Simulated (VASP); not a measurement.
# InP (F-43m) in VASP: notebook

One crystal, InP, is run at these levels: LDA; tasks: relaxation of the atoms.

All numbers are computed with VASP 6.6.1; they aren't measurements. Logs are shortened: lines on timing, memory, paths and dates and some standing lists are left out, and cuts for length are marked.

**What was measured.**

A printed reference work, data compilation reports, for a bulk crystal of InP at 1.6 K: band gap 1.4236 eV (direct).

How close the calculation comes is told below.

**1. The structure**

It takes space group F-43m (No. 216, cubic). Conventional cell: a = 5.829 Å, b = 5.829 Å, c = 5.829 Å, α = 90.00°, β = 90.00°, γ = 90.00°. In (site symmetry -43m) has 4 P at 2.52 Å as nearest neighbours. P (site symmetry -43m) has 4 In at 2.52 Å as nearest neighbours.

**2. Relaxation of the atoms, LDA**

File INCAR:

```
SYSTEM = InP
  ALGO = Fast
  EDIFF = 1E-7
  EDIFFG = -0.01
  ENCUT = 600
  GGA = CA
  IBRION = 2
  ISIF = 2
  ISMEAR = 0
  LASPH = .True.
  LCHARG = .False.
  LREAL = .False.
  LWAVE = .False.
  NELM = 80
  NSW = 40
  PREC = Accurate
  SIGMA = 0.03
```

File KPOINTS:

```
k-points
0
Gamma
  8 8 8
  0 0 0
```

File POSCAR:

```
InP                                     
1.0
    0.0000000000      2.9142540919      2.9142540919
    2.9142540919      0.0000000000      2.9142540919
    2.9142540919      2.9142540919      0.0000000000
  In              P             
     1     1
Direct
     0.0000000000000000    0.0000000000000000    0.0000000000000000
     0.2500000000000000    0.2500000000000000    0.2500000000000000
```

Potentials or basis: VASP PAW LDA potentials, release 64 (In_d, P).

Command:

```console
$ cat potpaw_LDA.64/In_d/POTCAR potpaw_LDA.64/P/POTCAR > POTCAR
$ mpirun -np 1 vasp_std > vasp.out
```

OUTCAR:

```text
SYSTEM = InP
   EDIFF = 1E-7
   EDIFFG = -0.01
   ENCUT = 600
   GGA = CA
   IBRION = 2
   ISIF = 2
   ISMEAR = 0
   LASPH = .True.
   LREAL = .False.
   NELM = 80
   NSW = 40
   PREC = Accurate

 ion  position               nearest neighbor table
   1  0.000  0.000  0.000-   2 2.52   2 2.52   2 2.52   2 2.52
   2  0.250  0.250  0.250-   1 2.52   1 2.52   1 2.52   1 2.52

  LATTYP: Found a face centered cubic cell.
 ALAT       =     5.8285081838

  Lattice vectors:

 A1 = (   0.0000000000,   2.9142540919,   2.9142540919)
 A2 = (   2.9142540919,   0.0000000000,   2.9142540919)
 A3 = (   2.9142540919,   2.9142540919,   0.0000000000)

Analysis of symmetry for initial positions (statically):
=====================================================================
 Subroutine PRICEL returns:
 Original cell was already a primitive cell.

 Routine SETGRP: Setting up the symmetry group for a
 face centered cubic supercell.

 Subroutine GETGRP returns: Found 24 space group operations
 (whereof 24 operations were pure point group operations)
 out of a pool of 48 trial point group operations.

The static configuration has the point symmetry T_d .

Analysis of symmetry for dynamics (positions and initial velocities):
=====================================================================
 Subroutine PRICEL returns:
 Original cell was already a primitive cell.

 Routine SETGRP: Setting up the symmetry group for a
 face centered cubic supercell.

 Subroutine GETGRP returns: Found 24 space group operations
 (whereof 24 operations were pure point group operations)
 out of a pool of 48 trial point group operations.

The dynamic configuration has the point symmetry T_d .

 Subroutine INISYM returns: Found 24 space group operations
 (whereof 24 operations are pure point group operations),
 and found     1 'primitive' translations

----------------------------------------------------------------------------------------

                                     Primitive cell

  volume of cell :      49.5008

  direct lattice vectors                    reciprocal lattice vectors
     0.000000000  2.914254092  2.914254092    -0.171570489  0.171570489  0.171570489
     2.914254092  0.000000000  2.914254092     0.171570489 -0.171570489  0.171570489
     2.914254092  2.914254092  0.000000000     0.171570489  0.171570489 -0.171570489

  length of vectors
     4.121377661  4.121377661  4.121377661     0.297168804  0.297168804  0.297168804

  position of ions in fractional coordinates (direct lattice)
     0.000000000  0.000000000  0.000000000
     0.250000000  0.250000000  0.250000000

  ion indices of the primitive-cell ions
   primitive index   ion index
                 1           1
                 2           2

----------------------------------------------------------------------------------------

 KPOINTS: k-points

Automatic generation of k-mesh.
 Grid dimensions read from file:
 generate k-points for:    8    8    8

 Generating k-lattice:

  Cartesian coordinates                     Fractional coordinates (reciprocal lattice)
    -0.021446311  0.021446311  0.021446311     0.125000000  0.000000000  0.000000000
     0.021446311 -0.021446311  0.021446311     0.000000000  0.125000000  0.000000000
     0.021446311  0.021446311 -0.021446311     0.000000000  0.000000000  0.125000000

  Length of vectors
     0.037146101  0.037146101  0.037146101

  Shift w.r.t. Gamma in fractional coordinates (k-lattice)
     0.000000000  0.000000000  0.000000000

 Subroutine IBZKPT returns following result:
 ===========================================

 Found     29 irreducible k-points:

 Following reciprocal coordinates:
            Coordinates               Weight
  0.000000  0.000000  0.000000      1.000000
  0.125000  0.000000  0.000000      8.000000
  0.250000  0.000000  0.000000      8.000000
  0.375000  0.000000  0.000000      8.000000
  0.500000  0.000000  0.000000      4.000000
  0.125000  0.125000  0.000000      6.000000
[... 16 lines left out ...]
  0.500000  0.250000  0.125000     48.000000
 -0.375000  0.250000  0.125000     24.000000
 [... further k-points ...]
   k-points           NKPTS =     29   k-points in BZ     NKDIM =     29   number of bands    NBANDS=     13
   number of dos      NEDOS =    301   number of ions     NIONS =      2
   total plane-waves  NPLWV =  46656
   dimension x,y,z NGX =    36 NGY =   36 NGZ =   36
   dimension x,y,z NGXF=    72 NGYF=   72 NGZF=   72
   ions per type =               1   1
   NGX,Y,Z   is equivalent  to a cutoff of  14.52, 14.52, 14.52 a.u.
   NGXF,Y,Z  is equivalent  to a cutoff of  29.04, 29.04, 29.04 a.u.
 SYSTEM =  InP
   PREC   = accura    normal or accurate (medium, high low for compatibility)
   ISTART =      0    job   : 0-new  1-cont  2-samecut
   ICHARG =      2    charge: 1-file 2-atom 10-const
   ISPIN  =      1    spin polarized calculation?
   LNONCOLLINEAR =      F non collinear calculations
   LSORBIT =      F    spin-orbit coupling
   LASPH  =      T    aspherical Exc in radial PAW
   ENCUT  =  600.0 eV  44.10 Ry    6.64 a.u.   8.23  8.23  8.23*2*pi/ulx,y,z
   NELM   =     80;   NELMIN=  2; NELMDL= -5     # of ELM steps
   EDIFF  = 0.1E-06   stopping-criterion for ELM
   LREAL  =      F    real-space projection
   EDIFFG = -.1E-01   stopping-criterion for IOM
   NSW    =     40    number of steps for IOM
   IBRION =      2    ionic relax: 0-MD 1-quasi-New 2-CG
   NFREE  =      1    steps in history (QN), initial steepest desc. (CG)
   ISIF   =      2    stress and relaxation
   ISYM   =      2    0-nonsym 1-usesym 2-fastsym
   POTIM  = 0.5000    time-step for ionic-motion
   TEBEG  =    0.0;   TEEND  =   0.0 temperature during run
   PSTRESS=    0.0 pullay stress
   NELECT =      18.0000    total number of electrons
   NUPDOWN=      -1.0000    fix difference up-down
   EMIN   =  10.00;   EMAX   =-10.00  energy-range for DOS
   EFERMI =   0.00;   METHOD = LEGACY
   ISMEAR =     0;   SIGMA  =   0.03  broadening in eV -4-tet -1-fermi 0-gaus
   EFERMI_NEDOS =   21; number of points for ismear=-14 and -15
   IALGO  =     68    algorithm
   IMIX   =      4    mixing-type and parameters
     AMIX     =   0.40;   BMIX     =  1.00
     AMIX_MAG =   1.60;   BMIX_MAG =  1.00
  volume/ion in A,a.u.               =      24.75       167.02
  Fermi-wavevector in a.u.,A,eV,Ry     =   1.168499  2.208142 18.577250  1.365389
  Thomas-Fermi vector in A             =   2.304985
   LORBIT       =      0    0 simple, 1 ext, 2 COOP (PROOUT), +10 PAW based schemes
   GGA     = CA    functional components
   LHFCALC =     F    Hartree Fock is set to
   AEXX    =    0.0000 exact exchange contribution
   IVDW    =     0    specifies the selected vdW correction
   LEPSILON=     F    determine dielectric tensor
   LRPA    =     F    only Hartree local field effects (RPA)
 conjugate gradient relaxation of ions
 non-spin polarized calculation
 RMM-DIIS sequential band-by-band and
 Gauss-broadening in eV      SIGMA  =   0.03
  energy-cutoff  :      600.00
  volume of cell :       49.50
 maximum number of plane-waves:      1676
 NGX is ok and might be reduce to    36
   NGX = 17   NGY = 17   NGZ = 17

 number of electron      18.0000001 magnetization

 Free energy of the ion-electron system (eV)
  ---------------------------------------------------
  ext. energy  EPLUGINS =         0.00000000
  ---------------------------------------------------
  free energy    TOTEN  =        -9.67228326 eV

  energy without entropy =       -9.67228326  energy(sigma->0) =       -9.67228326

 E-fermi :   5.3161     XC(G=0):  -9.6827

 val. band max:        5.1952202969   @ k =   0.0000   0.0000   0.0000
 cond. band min:       5.7959669339   @ k =   0.0000   0.0000   0.0000
 fundamental gap:      0.6007466370
 Fermi energy:         5.3161053137

 k-point     1 :       0.0000    0.0000    0.0000
  band No.  band energies     occupation
      1      -9.0287      2.00000
      2      -9.0287      2.00000
      3      -9.0287      2.00000
      4      -8.8652      2.00000
      5      -8.8652      2.00000
      6      -6.4663      2.00000
      7       5.1952      2.00000
      8       5.1952      2.00000
      9       5.1952      2.00000
     10       5.7960      0.00000
     11       9.1573      0.00000
     12       9.1573      0.00000
     13       9.1573      0.00000

 k-point     2 :       0.1250    0.0000    0.0000
  band No.  band energies     occupation
      1      -9.0491      2.00000
      2      -9.0207      2.00000
      3      -9.0207      2.00000
      4      -8.8652      2.00000
      5      -8.8652      2.00000
      6      -6.2815      2.00000
      7       3.5947      2.00000
      8       4.9982      2.00000
      9       4.9982      2.00000
     10       6.7598      0.00000
     11       9.3160      0.00000
     12       9.4451      0.00000
     13       9.4451      0.00000

 k-point     3 :       0.2500    0.0000    0.0000
  band No.  band energies     occupation
      1      -9.0955      2.00000
      2      -9.0037      2.00000
      3      -9.0037      2.00000
      4      -8.8626      2.00000
      5      -8.8626      2.00000
      6      -5.7639      2.00000
      7       1.6488      2.00000
      8       4.6096      2.00000
      9       4.6096      2.00000
     10       6.8674      0.00000
     11       9.8810      0.00000
     12       9.8810      0.00000
     13      10.4081      0.00000
[... 305 lines left out ...]
 k-point    23 :       0.5000    0.2500    0.1250
  band No.  band energies     occupation
      1      -9.1603      2.00000
      2      -8.9777      2.00000
      3      -8.9606      2.00000
      4      -8.8782      2.00000
      5      -8.8488      2.00000
      6      -4.6894      2.00000
      7       0.0580      2.00000
      8       2.5319      2.00000
      9       3.6765      2.00000
     10       8.3209      0.00000
     11       9.2723      0.00000
     12      10.3647      0.00000
     13      11.8179      0.00000

 k-point    24 :      -0.3750    0.2500    0.1250
  band No.  band energies     occupation
      1      -9.1693      2.00000
      2      -8.9772      2.00000
      3      -8.9552      2.00000
      4      -8.8718      2.00000
      5      -8.8515      2.00000
      6      -4.3234      2.00000
      7      -0.5259      2.00000
      8       2.3836      2.00000
      9       3.4863      2.00000
     10       8.2869      0.00000
     11       9.2278      0.00000
     12      11.0014      0.00000
     13      12.3343      0.00000

 [... further k-points ...]

------------------------ aborting loop because EDIFF is reached ----------------------------------------

  FORCE on cell =-STRESS in cart. coord.  units (eV):
  Direction    XX          YY          ZZ          XY          YZ          ZX
  --------------------------------------------------------------------------------------
  -------------------------------------------------------------------------------------
  Total       -0.0001064     -0.0001064     -0.0001064      0.0000000     -0.0000000      0.0000000
  in kB       -0.0034454     -0.0034454     -0.0034454      0.0000000     -0.0000000      0.0000000
  external PRESSURE =      -0.0034454 kB  Pullay stress =       0.0000000 kB

 VOLUME and BASIS-vectors are now :
 -----------------------------------------------------------------------------
  energy-cutoff  :      600.00
  volume of cell :       49.50
      direct lattice vectors                 reciprocal lattice vectors
     0.000000000  2.914254092  2.914254092    -0.171570489  0.171570489  0.171570489
     2.914254092  0.000000000  2.914254092     0.171570489 -0.171570489  0.171570489
     2.914254092  2.914254092  0.000000000     0.171570489  0.171570489 -0.171570489

 POSITION                                       TOTAL-FORCE (eV/Angst)
 -----------------------------------------------------------------------------------
      0.00000      0.00000      0.00000        -0.000000     -0.000000     -0.000000
      1.45713      1.45713      1.45713         0.000000      0.000000      0.000000
 -----------------------------------------------------------------------------------
    total drift:                               -0.000000     -0.000000     -0.000000

  FREE ENERGIE OF THE ION-ELECTRON SYSTEM (eV)
  ---------------------------------------------------
  free  energy   TOTEN  =        -9.6722832614 eV

  energy  without entropy=       -9.6722832614  energy(sigma->0) =       -9.67228326

 reached required accuracy - stopping structural energy minimisation
```

Wall time 23 s (1 thread of Intel Xeon 6975P-C (Granite Rapids), shared host); peak memory 0.17 GiB.

What came out:

```
Free energy             : -9.6723 eV
Pressure after relaxing : 0.0 GPa
Band gap on the k mesh  : 0.60 eV, direct
```

Final structure:
```xyz
2
Lattice="0.0000 2.9143 2.9143 2.9143 0.0000 2.9143 2.9143 2.9143 0.0000" Properties=species:S:1:pos:R:3 pbc="T T T"
In    0.0000    0.0000    0.0000
P     1.4571    1.4571    1.4571
```

Caveat: the relaxation stopped at its first step, so nothing moved; spin-orbit coupling is left out, which moves the levels of the heavy elements.

**3. Relaxation of the atoms, LDA (a relaxed cell with its volume scaled by 1.02)**

INCAR is that of step 2.

KPOINTS is that of step 2.

File POSCAR:

```
InP                                     
1.0
    0.0000000000      2.9335543503      2.9335543503
    2.9335543503      0.0000000000      2.9335543503
    2.9335543503      2.9335543503      0.0000000000
  In              P             
     1     1
Direct
     0.0000000000000000    0.0000000000000000    0.0000000000000000
     0.2500000000000000    0.2500000000000000    0.2500000000000000
```

Potentials or basis: VASP PAW LDA potentials, release 64 (In_d, P).

Command:

```console
$ cat potpaw_LDA.64/In_d/POTCAR potpaw_LDA.64/P/POTCAR > POTCAR
$ mpirun -np 1 vasp_std > vasp.out
```

Wall time 18 s (1 thread of Intel Xeon 6975P-C (Granite Rapids), shared host); peak memory 0.17 GiB.

Results (log left out):

| Property | Result |
| --- | --- |
| Free energy | -9.6681 eV |
| Pressure after relaxing | -1.3 GPa |
| Band gap on the k mesh | 0.49 eV, direct |

Final structure:
```xyz
2
Lattice="0.0000 2.9336 2.9336 2.9336 0.0000 2.9336 2.9336 2.9336 0.0000" Properties=species:S:1:pos:R:3 pbc="T T T"
In    0.0000    0.0000    0.0000
P     1.4668    1.4668    1.4668
```

Levels at points of the mesh, in eV from the valence-band top:
```
           k point  band 7  band 8  band 9  band 10  band 11  band 12
(0.00, 0.00, 0.00)    0.00    0.00    0.00     0.49     3.96     3.96
(0.50, 0.00, 0.00)   -5.81   -0.99   -0.99     1.32     4.70     4.70
(0.50, 0.50, 0.00)   -5.85   -2.35   -2.35     1.60     2.13     8.98
```

Caveat: the relaxation stopped at its first step, so nothing moved; spin-orbit coupling is left out, which moves the levels of the heavy elements.

**4. Relaxation of the atoms, LDA (a relaxed cell with its volume scaled by 1.04)**

INCAR is that of step 3.

KPOINTS is that of step 3.

File POSCAR:

```
InP                                     
1.0
    0.0000000000      2.9526039383      2.9526039383
    2.9526039383      0.0000000000      2.9526039383
    2.9526039383      2.9526039383      0.0000000000
  In              P             
     1     1
Direct
     0.0000000000000000    0.0000000000000000    0.0000000000000000
     0.2500000000000000    0.2500000000000000    0.2500000000000000
```

Command:

```console
$ cat potpaw_LDA.64/In_d/POTCAR potpaw_LDA.64/P/POTCAR > POTCAR
$ mpirun -np 1 vasp_std > vasp.out
```

Run time: 17 s. Hardware: 1 thread of Intel Xeon 6975P-C (Granite Rapids), shared host; peak memory 0.17 GiB.

It converged, with:

```yaml
Free_energy: -9.6560 eV
Pressure_after_relaxing: -2.5 GPa
Band_gap_on_the_k_mesh: 0.39 eV, direct
```

Final structure:
```
CELL_PARAMETERS angstrom
0.00000 2.95260 2.95260
2.95260 0.00000 2.95260
2.95260 2.95260 0.00000
ATOMIC_POSITIONS crystal
In 0.00000 0.00000 0.00000
P 0.25000 0.25000 0.25000
```

Levels at points of the mesh, in eV from the valence-band top:
```csv
k point,band 7,band 8,band 9,band 10,band 11,band 12
"(0.00, 0.00, 0.00)",0.00,0.00,0.00,0.39,3.96,3.96
"(0.50, 0.00, 0.00)",-5.71,-0.96,-0.96,1.27,4.70,4.70
"(0.50, 0.50, 0.00)",-5.76,-2.28,-2.28,1.63,2.13,8.86
```

Caveat: the relaxation stopped at its first step, so nothing moved; spin-orbit coupling is left out, which moves the levels of the heavy elements.

(Continued in part 2 of 2.)
